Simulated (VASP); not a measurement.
Write the native input for VASP 6.6.1 that does the following.

- Task: relaxation of cell and atoms
- Functional: revPBE
- Potentials or basis: VASP PAW PBE potentials, release 64 (S, Be)
- Cutoff: 600 eV
- k mesh: 9 × 9 × 9
- Occupations: fermi-dirac, width 0.05 eV
- Spin: no spin polarisation
- Further INCAR settings: ALGO = Fast; EDIFF = 1e-07; IBRION = 2; EDIFFG = -0.02; NSW = 60; ISIF = 3

The structure of BeS lies in POSCAR:

```
BeS
1.0
    0.0000000000      2.4250000000      2.4250000000
    2.4250000000      0.0000000000      2.4250000000
    2.4250000000      2.4250000000      0.0000000000
S Be
1 1
Direct
    0.7500000000      0.7500000000      0.7500000000
    0.0000000000      0.0000000000      0.0000000000
```

These files were run (other wordings do the same):

INCAR

```
SYSTEM = BeS
PREC     = Accurate       ! precision mode
ENCUT    = 600            ! plane-wave cutoff, eV
EDIFF    = 1E-7           ! SCF threshold, eV
ISMEAR   = -1             ! smearing method
SIGMA    = 0.05           ! smearing width, eV
LREAL    = .FALSE.        ! projectors in reciprocal space
LASPH    = .TRUE.         ! aspherical terms in the spheres
NELM     = 60             ! most SCF steps
ALGO     = Fast           ! electronic algorithm
ISIF     = 3              ! what is computed and relaxed
LWAVE    = .FALSE.        ! write WAVECAR
LCHARG   = .FALSE.        ! write CHGCAR
GGA      = RE             ! functional
IBRION   = 2              ! ionic algorithm
NSW      = 60             ! ionic steps
EDIFFG   = -0.02          ! ionic threshold
```

KPOINTS

```
regular mesh
0
G
  9 9 9
  0 0 0
```

Potentials or basis: VASP PAW PBE potentials, release 64 (S, Be).

Launch:

```sh
$ cat potpaw_PBE.64/S/POTCAR potpaw_PBE.64/Be/POTCAR > POTCAR
$ mpirun -np 1 vasp_std > vasp.out
```

Results of the run:

| Quantity | Value |
| --- | --- |
| Relaxed volume | 14.78 Å³/atom |
| Relaxed cell | a = 3.471 Å, b = 3.471 Å, c = 3.471 Å, α = 60.00°, β = 60.00°, γ = 60.00° |
| Space group after relaxing (to 0.05 Å) | F-43m (No. 216) |
| Energy gained by relaxing | 5.3 meV/atom |
| Ionic steps | 3 |
| Pressure after relaxing | 0.0 GPa |
| Band gap on the k mesh | 3.36 eV, indirect (least direct gap 5.70 eV) |

Caveat: the PAW data sets were made with another functional, which shifts forces and pressure a little; an odd mesh through Γ misses points on the zone boundary, where band edges often lie.

It took 20 s on 1 thread of Intel(R) Xeon(R) Platinum 8488C (Sapphire Rapids), with other jobs on the host, peak memory 0.15 GiB.
